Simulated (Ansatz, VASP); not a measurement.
## Te2Mo in VASP and in Ansatz

```xyz
6
Lattice="3.3739 0.0000 0.0000 -1.6870 2.9219 0.0000 0.0000 0.0000 12.9486" Properties=species:S:1:pos:R:3 pbc="T T T"
Te    0.0000    1.9479    7.8798
Te    1.6870    0.9740    1.4055
Te    0.0000    1.9479   11.5431
Te    1.6870    0.9740    5.0688
Mo    0.0000    1.9479    3.2371
Mo    1.6870    0.9740    9.7114
```

Alike in both runs: functional PBE; dispersion D3(BJ); k mesh 10 × 10 × 4; occupations gaussian, width 0.05 eV; no spin polarisation.

Ansatz relaxed the structure, and its values are those at the end. VASP's run is a single point on that final structure, the one shown.

|  | VASP | Ansatz |
| --- | --- | --- |
| version | VASP 6.6.1 | Ansatz 0.2.0 |
| potentials or method | VASP PAW PBE potentials, release 64 (Te, Mo_sv) | scalar-relativistic, plane waves, PAW |
| plane-wave cutoff (eV) | 520 | 420 |
| valence electrons in the cell | 52 | 92 |

VASP gave:

```
gap on the k mesh at the Fermi level (eV) : none
pressure (GPa)                            : 9.3
rms of the force components (eV/Å)        : 0.006
```

Question: Estimate Ansatz's values.

Answer: gap on the k mesh at the Fermi level (eV): none; pressure (GPa): 9.3; rms of the force components (eV/Å): 0.003.

A gap of «none» marks a metal or a gap that the smearing closes. The two sets of potentials don't hold the same shells in valence.

Caveats: pairwise dispersion overbinds metals, which lowers pressure and volume. The runs have no spin-orbit coupling, so splittings on Te are missing.
